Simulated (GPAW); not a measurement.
Crystal: SnO2 (Cassiterite).

```
Sn O
1.0
     4.73800    0.00000    0.00000
     0.00000    4.73800    0.00000
     0.00000    0.00000    3.18650
Sn O
2 4
Direct
  0.50000 0.50000 0.50000
  0.00000 0.00000 0.00000
  0.80710 0.19290 0.50000
  0.19290 0.80710 0.50000
  0.30710 0.30710 0.00000
  0.69290 0.69290 0.00000
```

| Item | Value |
| --- | --- |
| Program | GPAW 26.7.0 |
| Task | relaxation of cell and atoms |
| Functional | BLYP |
| Dispersion | D4 |
| Potentials or basis | PAW data sets generated in the run's folder for this functional |
| Cutoff | 800 eV |
| Basis | pw |
| k mesh | 4 × 4 × 5 |
| Occupations | fermi-dirac, width 0.05 eV |
| Spin | no spin polarisation |

At the start: pressure 6.8 GPa; volume 11.92 Å³/atom.

Problem. How do energy, volume and symmetry change on relaxing?

Solution. Over 7 steps the energy falls by 9.8 meV/atom and the volume is 12.31 Å³/atom (+3.2 %); space group P4_2/mnm (No. 136, to 0.05 Å).

The path:
```tsv
step	energy change (eV)	largest force (eV/Å)	pressure (GPa)	volume (Å³)
1	0.0000	0.3146	6.79	71.53
2	-0.0155	0.1920	5.83	71.79
3	-0.0457	0.1705	2.28	72.88
4	-0.0497	0.1812	1.45	73.18
5	-0.0574	0.1063	0.02	73.76
6	-0.0585	0.0339	-0.17	73.86
7	-0.0586	0.0022	-0.06	73.83
```

Final structure:
```yaml
crystal:
  lattice:
    - [4.78048, 0.00000, 0.00000]
    - [0.00000, 4.78048, 0.00000]
    - [0.00000, 0.00000, 3.23075]
  atoms:
    - { symbol: Sn, position: [0.50000, 0.50000, 0.50000] }
    - { symbol: Sn, position: [0.00000, 0.00000, 0.00000] }
    - { symbol: O, position: [0.80583, 0.19417, 0.50000] }
    - { symbol: O, position: [0.19417, 0.80583, 0.50000] }
    - { symbol: O, position: [0.30583, 0.30583, 0.00000] }
    - { symbol: O, position: [0.69417, 0.69417, 0.00000] }
```

Caveat: the k mesh is coarse; later steps reuse the first step's grids.
